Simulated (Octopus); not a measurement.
**LiF (Griceite) under changes of volume**

One of the cells (8.169 Å³/atom); the others are scaled copies at fixed shape and fractional positions:

```
F Li
1.0
     0.00000    2.01400    2.01400
     2.01400    0.00000    2.01400
     2.01400    2.01400    0.00000
F Li
1 1
Cartesian
  2.0140 2.0140 2.0140
  0.0000 0.0000 0.0000
```

```yaml
Program: Octopus 16.4
Functional: PBEsol
Potentials_or_basis: pseudodojo_pbesol (PseudoDojo 0.4, PBEsol)
Grid_spacing: 0.129 Å
k_mesh: 11 × 11 × 11
Occupations: fermi-dirac, width 0.05 eV
Spin: no spin polarisation
```

```tsv
volume (Å³/atom)	energy over the lowest point (meV/atom)	gap on the mesh (eV)
7.679	3.75	9.51
7.842	0.99	9.31
8.006	0.05	9.12
8.169	0.00	8.94
8.333	0.95	8.77
8.496	2.80	8.61
8.659	?	?
```

Task: What does the run at 8.659 Å³/atom give?

Result: Energy over the lowest point 5.81 meV/atom; gap on the mesh 8.45 eV.

Worked out: A Birch-Murnaghan fit of order 3 (a polynomial in V^(-2/3)) to the other rows has its minimum at 8.08 Å³/atom with B0 = V·E''(V) = 53 GPa (rough, since the energies scatter). It gives 5.11 meV/atom at 8.659 Å³/atom, against the run's 5.81. A straight line through the other rows of the gap, of slope -8.9 eV per unit of ln V (its deformation potential), extrapolates to 8.43 eV, against the run's 8.45.

Energies are extrapolated to zero smearing.

Caveats: an odd mesh through Γ misses points on the zone boundary, where band edges often lie.
